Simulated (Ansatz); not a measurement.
The cell is COD entry 1541266, as deposited and not checked against the literature; nothing was relaxed. The listed cell was then made from it by scaling, straining or moving an atom.

Ta: DFT, PBE, all-electron LAPW, scalar-relativistic (Ansatz 0.2.0). What sets it apart from a plain run of this crystal: z strained by +3 % at fixed volume.

Command: `ansatz run input.yaml --threads 1 --pin off --max-ram 2048MiB --backend cpu --events-out ev --progress --plain --runs-dir out` The run took 48 s on 1 thread of AMD EPYC 7R43 64-Core Processor (Zen 3), with other jobs on the host, peak memory 0.73 GiB.

```yaml
crystal:
  lattice:
    - [-1.6270545305, 1.6270545305, 1.7008184]
    - [1.6270545305, -1.6270545305, 1.7008184]
    - [1.6270545305, 1.6270545305, -1.7008184]
  atoms:
    - { symbol: Ta, position: [0.0, 0.0, 0.0] }
kpoints:
  mp_grid: { grid: [17, 17, 17] }
scf:
  occupations: { method: fermi_dirac, width: 0.08 }
hamiltonian:
  xc: pbe
  pseudopotentials: { kind: all_electron, lapw: { basis_error: 0.0005 } }
output:
  forces: true
  stress: true
  eigenvalues: true
```

Output (standing set-up lines are left out):

```
LAPW: plane waves up to 8.613 Å⁻¹, error target 5.0e-4 eV per atom; small_component_spin mean_spin; Ta in spheres of 1.431 Å, 43 of its electrons in bands, Dirac shells []
Basis set: ecut = 282.64203849662925 eV, 193 PW (Γ), exchange–correlation at level 2
Symmetry: 16 space group operations
Space group: I4/mmm (ITA 139), of the structure as read, at distance tolerance 2.6e-5 Å
k-points: 405 of 4913
iter 1 solved again at ethr=1.87e-4 eV; its pass at ethr=1.00e-1 eV (dr2=8.06e-2 eV) is discarded
SCF iter   1: F=—  HF=-424569.247919 eV  |F-HF|=—  |Δ(HF+E_count)|=         —  Δρ=2.62e-2  dr2=8.10e-2  ethr=1.87e-4  ⟨swp⟩=2.9  Hψ=65099  notcnv=0
preconditioner: auto → Kerker (q_TF=auto, 3.154 Å⁻¹)  [metal: Δε(μ)=0.012 eV  Ē_g=24.523 eV  σ=0.080 eV  W_gap=0.04  n_scr=12 (ndim 8)  ℏωp=43.7 eV  f_vac=0.000  D(μ)=1.20/eV (n_scr^D=12)]
SCF iter   2: F=—  HF=-424569.125267 eV  |F-HF|=—  |Δ(HF+E_count)|=   1.23e-1  Δρ=1.37e-2  dr2=2.57e-2  ethr=1.87e-4  ⟨swp⟩=2.0  Hψ=32467  notcnv=0
SCF iter   3: F=—  HF=-424569.113089 eV  |F-HF|=—  |Δ(HF+E_count)|=   1.22e-2  Δρ=9.37e-3  dr2=1.38e-2  ethr=5.97e-5  ⟨swp⟩=2.0  Hψ=31462  notcnv=0
SCF iter   4: F=—  HF=-424569.108910 eV  |F-HF|=—  |Δ(HF+E_count)|=         —  Δρ=5.15e-3  dr2=4.99e-3  ethr=3.21e-5  ⟨swp⟩=2.0  Hψ=30353  notcnv=0
the basis was enlarged: its passes take 719.9 KiB over the memory plan, 1 of 1 planned eigensolver slots
iter 5 solved again at ethr=1.04e-6 eV; its pass at ethr=1.16e-5 eV (dr2=4.49e-4 eV) is discarded
SCF iter   5: F=—  HF=-424569.109533 eV  |F-HF|=—  |Δ(HF+E_count)|=   6.23e-4  Δρ=1.45e-3  dr2=4.49e-4  ethr=1.04e-6  ⟨swp⟩=2.0  Hψ=53135  notcnv=0
SCF iter   6: F=—  HF=-424569.109575 eV  |F-HF|=—  |Δ(HF+E_count)|=   4.15e-5  Δρ=3.51e-4  dr2=1.32e-5  ethr=1.04e-6  ⟨swp⟩=2.0  Hψ=31508  notcnv=0
SCF iter   7: F=—  HF=-424569.109576 eV  |F-HF|=—  |Δ(HF+E_count)|=   1.44e-6  Δρ=6.49e-5  dr2=4.38e-7  ethr=3.07e-8  ⟨swp⟩=2.0  Hψ=31508  notcnv=0
SCF iter   8: F=-424569.109576 eV  HF=-424569.109576 eV  |F-HF|=5.76e-9  |Δ(HF+E_count)|=   7.12e-8  Δρ=9.27e-6  dr2=1.21e-8  ethr=1.02e-9  ⟨swp⟩=2.1  Hψ=31553  notcnv=0
SCF 1 converged in 8 iterations: F = -424569.109576 eV  dr2 = 1.21e-8
SCF converged after 8 iterations
Free energy (F): -424569.109576 eV
Harris-Foulkes:  -424569.109576 eV  (|F-HF|=5.76e-9)
Internal energy: -424569.082354 eV  (E = F + TS)
E sigma→0 (E₀):  -424569.095965 eV
Entropy (-TS):   -0.027222 eV (-27.222 meV/atom)
Fermi energy:    24.820484 eV
--- Per-component energies (eV) ---
  E_band       = -4068.458379
  E_kinetic    = 473935.935844
  E_xc         = -8623.683214
  E_electrostatic = -889881.334985  (all electrons and nuclei)
  E_smearing   = -0.027222  (= −TS)
  E_closure    = 0.000000  (closes the sum)
  E_atoms      = -424559.369556  (free atoms, spherical and without spin; not in F)
  Σ components = -424569.109576   (vs F -424569.109576, Δ=0.00e0)
  Basis errors (estimates in eV, not in F): energy 1.4e-4 per atom: plane waves 1.1e-4 (5.7e-5 summed), levels above the bands 6.1e-54, relativity 3.6e-8, radial functions 2.3e-5, core shells 1.3e-8; eigenvalues (radial functions only) 2.1e-6; not estimated: angular momenta, meshes, grids; target (lapw.basis_error) 5.0e-4; muffin-tin radii Ta 1.431 Å
--- Forces (eV/Å), atoms counted from 1 ---
  atom   1  Ta    -0.00000000    -0.00000000     0.00000000
  max |Σ_I F_I| component: 3.20e-31 eV/Å
--- Stress (GPa, compression-positive) ---
        4.871336       0.000000       0.000000
        0.000000       4.871336       0.000000
        0.000000       0.000000       0.054913
  P = ⅓ Tr σ = 3.2659 GPa (32.659 kbar)
--- Band table (eV; the first three rows and the last of 405) ---
  k-point 0: bands = ["-369.5893", "-369.5873", "-369.5873", "-191.1528", "-191.1471", "-191.1335", "-191.1316", "-191.1316", "-42.2886", "-8.2387", "-8.2321", "-8.2321", "5.9466", "5.9468", "5.9468", "5.9904", "6.0020", "6.0020", "6.0493", "16.9055", "25.3752", "25.3752", "25.9199", "28.4153", "29.1639", "38.9108"]
  k-point 1: bands = ["-369.5893", "-369.5873", "-369.5873", "-191.1528", "-191.1471", "-191.1335", "-191.1316", "-191.1316", "-42.2847", "-8.2750", "-8.2529", "-8.2333", "5.9475", "5.9482", "5.9483", "5.9900", "6.0004", "6.0014", "6.0471", "17.0648", "25.2627", "25.5299", "25.8742", "28.4324", "28.9935", "39.1937"]
  k-point 2: bands = ["-369.5893", "-369.5873", "-369.5873", "-191.1528", "-191.1471", "-191.1335", "-191.1316", "-191.1316", "-42.2732", "-8.3962", "-8.2935", "-8.2370", "5.9496", "5.9528", "5.9528", "5.9888", "5.9960", "5.9997", "6.0414", "17.5247", "24.9575", "25.6936", "25.9885", "28.4908", "28.6681", "40.0081"]
  k-point 404: bands = ["-369.5893", "-369.5873", "-369.5873", "-191.1528", "-191.1471", "-191.1335", "-191.1315", "-191.1315", "-42.0891", "-9.1179", "-9.0177", "-9.0089", "5.9400", "5.9626", "5.9645", "5.9653", "6.0128", "6.0132", "6.0184", "20.9850", "21.1304", "30.9645", "31.0643", "31.6207", "33.5010", "33.5012"]
```
